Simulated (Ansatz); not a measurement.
Runs of Ansatz 0.2.0 on Si. It takes space group I4/mmm (No. 139, tetragonal). The conventional cell has a = 3.254 Å, b = 3.254 Å, c = 2.641 Å, α = 90.00°, β = 90.00°, γ = 90.00°. Si (site symmetry 4/mmm) has 10 Si at 2.64 to 2.65 Å as nearest neighbours. This isn't the form of Si at room conditions, which is diamond.

```csv
screening of exact exchange,gap on the mesh (eV),pressure (GPa)
0.6 1/A,none,2.7
0.4 1/A,none,(b)
0.15 1/A,none,1.5
0.3 1/A,none,1.9
0.1 1/A,none,1.4
0.2 1/A,none,(a)
```

Alike in all rows: task single point; level HSE(alpha, omega); potentials or basis all-electron PAW datasets made for the crystal; no spin polarisation; cell as given; k mesh 7 × 7 × 7; cutoff (eV) 200; smearing fermi-dirac 0.05 eV; the mesh is coarse, so values aren't converged.

Q: Estimate the missing entries.

A: (a) 1.6; (b) 2.2.

Caveats: all runs use coarse meshes; the k mesh is thin for a metal, which can move the energy by tens of meV per atom; the program warned that the printed levels may be off, so bands, gaps and densities of states are rough.

A gap of «none» marks a metal or a gap under the smearing width.
